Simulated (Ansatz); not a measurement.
The system is Fe.

```
Fe
1.0
    -1.44300    1.44300    1.44300
     1.44300   -1.44300    1.44300
     1.44300    1.44300   -1.44300
Fe
1
Direct
  0.00000 0.00000 0.00000
```

| Item | Value |
| --- | --- |
| Program | Ansatz 0.2.0 |
| Task | relaxation of cell and atoms |
| Functional | LDA |
| Potentials or basis | all-electron LAPW, scalar-relativistic |
| Basis error allowed | 0.001 eV/atom |
| k mesh | 13 × 13 × 13 |
| Occupations | fermi-dirac, width 0.05 eV |
| Spin | collinear spin, ferromagnetic start |
| Starting moments | [3.0] μB |

At the start: volume 12.02 Å³/atom.

Question: How do energy, volume and symmetry change on relaxing?

Answer: Over 6 steps the energy falls by 155.1 meV/atom and the volume is 10.40 Å³/atom (-13.5 %); space group Im-3m (No. 229, to 0.05 Å); moment 2.00 μB per cell.

Step by step:
| step | energy change (eV) | largest force (eV/Å) | volume (Å³) |
| --- | --- | --- | --- |
| 1 | 0.0000 | 0.0000 | 12.02 |
| 2 | -0.1366 | 0.0000 | 10.90 |
| 3 | -0.1509 | 0.0000 | 10.18 |
| 4 | -0.1551 | 0.0000 | 10.42 |
| 5 | -0.1551 | 0.0000 | 10.40 |
| 6 | -0.1551 | 0.0000 | 10.40 |

Final structure:
```
CELL_PARAMETERS angstrom
-1.37515 1.37515 1.37515
1.37515 -1.37515 1.37515
1.37515 1.37515 -1.37515
ATOMIC_POSITIONS crystal
Fe 0.00000 0.00000 0.00000
```

Caveat: the volume moved by -13 % from the deposited cell, more than functionals usually miss.
